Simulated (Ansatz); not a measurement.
# Is this MgS structure stable?

It was relaxed at this level from a Materials Project cell.

Computed with DFT PBE, scalar-relativistic, plane waves, PAW (Ansatz). Plane waves to 420 eV, a 6×6×4 mesh through Γ for the 4-atom cell and 0.02 eV Gaussian smearing; no spin polarisation.

```
CELL_PARAMETERS angstrom
4.05566 0.00000 0.00000
-2.02783 3.51231 0.00000
0.00000 0.00000 6.48754
ATOMIC_POSITIONS crystal
Mg 0.66667 0.33333 0.49681
Mg 0.33333 0.66667 0.99681
S 0.33333 0.66667 0.37819
S 0.66667 0.33333 0.87819
```

The zero of energy is the elements' standard structures at the same level; no fitted shifts are applied.

Q: These tests were run: energy against the elements; random kick, then relaxation without symmetry; phonons on a 2×2×1 q mesh; elastic tensor. What do they show?

A:

| test | result |
| --- | --- |
| energy against the elements | −1.439 eV/atom |
| random kick, then relaxation without symmetry | returns |
| phonons on a 2×2×1 q mesh | no imaginary mode on the mesh |
| elastic tensor | least eigenvalue 19 GPa |

It fails none of these tests. Competing phases weren't compared here.

The reference form of S is held partly by dispersion forces, which this level lacks. The kick test ran on a coarse mesh. The run for the phonons used a 6×6×4 k mesh. The run for the elastic tensor used a 6×6×4 k mesh.
